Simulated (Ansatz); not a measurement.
# Ge: where the heat goes in a short trajectory

Level of theory: Ansatz, DFT PBEsol, scalar-relativistic, plane waves, PAW. Cutoff 420 eV, shifted (0.5, 0.5, 0.5 steps) 2×2×2 k-points, Fermi–Dirac smearing of 0.052 eV. The mesh is coarse. No spin polarisation.

24 atoms start on the lattice sites below (V = 446.5 Å³, 1.01 times the source cell's; static pressure -1.85 GPa, largest force component 0.22 eV/Å) with velocities drawn for 600 K; Langevin thermostat aiming at the same temperature, fixed cell, 82 steps of 3 fs.

```
Ge
1.0
     0.00000   -5.73309    5.20426
     4.98786    2.86655    5.20426
    -4.98786    2.86655    5.20426
Ge
24
Direct
  0.16667 0.44326 0.89007
  0.50000 0.77659 0.22341
  0.83333 0.10993 0.55674
  0.00000 0.77659 0.22341
  0.33333 0.10993 0.55674
  0.66667 0.44326 0.89007
  0.16667 0.89007 0.44326
  0.50000 0.22341 0.77659
  0.83333 0.55674 0.10993
  0.33333 0.55674 0.10993
  0.66667 0.89007 0.44326
  0.00000 0.22341 0.77659
  0.48515 0.75741 0.75741
  0.81849 0.09075 0.09075
  0.15182 0.42408 0.42408
  0.84818 0.57592 0.57592
  0.18151 0.90925 0.90925
  0.51485 0.24259 0.24259
  0.34817 0.57591 0.57591
  0.68150 0.90924 0.90924
  0.01484 0.24257 0.24257
  0.98516 0.75743 0.75743
  0.31850 0.09076 0.09076
  0.65183 0.42409 0.42409
```

```csv
t (fs),T (K),kinetic energy (meV/atom),potential energy over the first frame (meV/atom),P with the kinetic part (GPa)
0.0,575,74.3,0.0,-1.42
15.0,598,77.3,11.9,-1.07
30.0,564,72.9,35.5,-0.28
45.0,394,50.9,49.6,0.17
60.0,407,52.6,47.8,0.33
75.0,429,55.5,43.9,0.40
90.0,571,73.9,44.7,0.69
105.0,520,67.2,49.9,0.88
120.0,453,58.6,57.2,1.12
135.0,441,57.0,61.8,1.28
150.0,596,77.0,65.0,1.47
165.0,493,63.7,69.1,1.49
180.0,475,61.3,67.7,1.46
195.0,522,67.5,65.8,1.42
210.0,432,55.8,65.8,1.30
225.0,444,57.4,65.7,1.37
240.0,454,58.7,58.4,1.29
```

T counts 3N degrees of freedom. Means over every step of the second half, not only the rows shown: T = 500 K, kinetic energy 64.6 meV/atom, potential energy 64.6 meV/atom, P = 1.39 GPa.

Question: Does the potential energy follow equipartition for harmonic vibrations?

Answer: In a harmonic crystal each vibration holds as much potential as kinetic energy on average; T is counted on all 3N degrees of freedom here, and the thermostat also drives the centre of mass, which has no potential energy, so the share is (N − 1)/N of the kinetic energy, 61.9 meV/atom. The run has 64.6, a ratio of 1.04. That is near one, as for a crystal vibrating about its sites. So short a run gives a rough mean. T is still well under the temperature that the thermostat aims for. Electronic entropy is part of the potential energy at this smearing.

Question: Split the rise of pressure into the kinetic part and the rest. Can a thermal Grüneisen parameter be estimated?

Answer: The program counts the kinetic part as N k_B T/V = 0.37 GPa. The pressure lies 3.24 GPa over the static one in all, so the forces add 2.87 GPa. For a harmonic mode with ω ∝ V^(−γ) and an amplitude that scales with the cell, the forces add (2γ − 2/3)U/V, which needs no equipartition; when U equals the kinetic energy K, this and the kinetic part 2K/(3V) sum to the Mie–Grüneisen γE_th/V. With U = N × 64.6 meV, γ = 1/3 + V ΔP_forces/(2U) = 2.91, for harmonic vibrations a mean over the modes weighted by their potential energy, for uniform scaling of the cell (in a layered or otherwise anisotropic crystal this differs from γ under hydrostatic pressure). Most solids fall between 1 and 3, and tetrahedral, framework and layered ones often lower; anharmonic motion and pressure swings in a cell of 24 atoms make this value uncertain by tenths or more.

Cost: 1 run of about 29 core-minutes (earlier runs that led there not counted), on AMD EPYC 9R14 (Zen 4) (shared hosts).